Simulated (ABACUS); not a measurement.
Crystal: MgS (Niningerite).

```
S Mg
1.0
     0.00000    2.60165    2.60165
     2.60165    0.00000    2.60165
     2.60165    2.60165    0.00000
S Mg
1 1
Cartesian
  2.6016 2.6016 2.6016
  0.0000 0.0000 0.0000
```

| Property | Result |
| --- | --- |
| Program | ABACUS 3.10.1 |
| Task | single point |
| Functional | PBEsol |
| Potentials or basis | PseudoDojo NC SR 0.4.1 PBEsol standard |
| Cutoff | 1143 eV |
| Density cutoff | 4572 eV |
| Basis | plane waves |
| k mesh | 9 × 9 × 9 |
| Occupations | fermi-dirac, width 0.05 eV |
| Spin | no spin polarisation |

On this cell: pressure -0.9 GPa; largest force zero by symmetry; band gap on the k mesh 2.83 eV, indirect (least direct gap 3.59 eV).

The same run follows on a disturbed copy (atoms moved at random, drawn with an rms of 0.05 Å):

```xyz
2
Lattice="0.0000 2.6016 2.6016 2.6016 0.0000 2.6016 2.6016 2.6016 0.0000" Properties=species:S:1:pos:R:3 pbc="T T T"
S     2.6362    2.6247    2.6092
Mg   -0.0517    0.0080    0.0170
```

**Question.** What does the disturbed cell give?

**Answer.** The energy moves by +5.6 meV/atom; pressure -0.6 GPa; largest force 0.262 eV/Å; band gap on the k mesh 2.83 eV, indirect (least direct gap 3.59 eV).

Forces in eV/Å, atoms in the order of the input:
```
S   -0.257 -0.042  0.026
Mg   0.257  0.042 -0.026
```

Stress tensor (GPa, compression positive):
```
-0.03 -0.02  0.01
-0.02 -0.92  0.00
 0.01  0.00 -0.94
```

Caveats: an odd mesh through Γ misses points on the zone boundary, where band edges often lie.
